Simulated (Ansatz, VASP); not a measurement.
## SnTe: VASP beside Ansatz

```xyz
2
Lattice="3.9047 0.0000 0.0000 0.0000 3.9047 0.0000 0.0000 0.0000 3.9047" Properties=species:S:1:pos:R:3 pbc="T T T"
Te    1.9524    1.9524    1.9524
Sn    0.0000    0.0000    0.0000
```

Measurements of this composition are mostly on another form, of space group No. 225.

Alike in both runs: task relaxation of cell and atoms; functional RPBE; dispersion D3(BJ); k mesh 7 × 7 × 7; occupations fermi-dirac, width 0.05 eV; no spin polarisation.

|  | VASP | Ansatz |
| --- | --- | --- |
| version | VASP 6.6.1 | Ansatz 0.2.0 |
| potentials or method | VASP PAW PBE potentials, release 64 (Te, Sn_d) | Ansatz PAW |
| plane-wave cutoff (eV) | 600 | 420 |
| valence electrons in the cell | 20 | 30 |

|  | VASP | Ansatz | Ansatz less VASP |
| --- | --- | --- | --- |
| gap on the k mesh at the Fermi level, each at its own relaxed structure (eV) | none | none | - |
| relaxed volume (Å³/atom) | 20.91 | 20.91 | -0.001 |
| relaxed cell length with the largest relative difference (Å) | 3.471 | 3.471 | 0.0000 |
| energy change over the relaxation (meV/atom) | -710 | -709 | +1.5 |

A gap of «none» marks a metal or a gap that the smearing closes. The two sets of potentials don't hold the same shells in valence.

Caveats: the volume moved by over 15 % at a fixed basis, so the end points are rough; pairwise dispersion overbinds metals, which lowers pressure and volume; the PAW data sets were made with another functional, which shifts forces and pressure a little (VASP); the plane-wave basis is chosen anew once the cell has moved, so the energies of steps on either side of that aren't comparable (Ansatz); the PAW data sets come from PBE, with cores solved anew for the run's functional, which leaves a small shift of forces and pressure (Ansatz). Spin-orbit coupling is left out, which matters for the levels of Te.
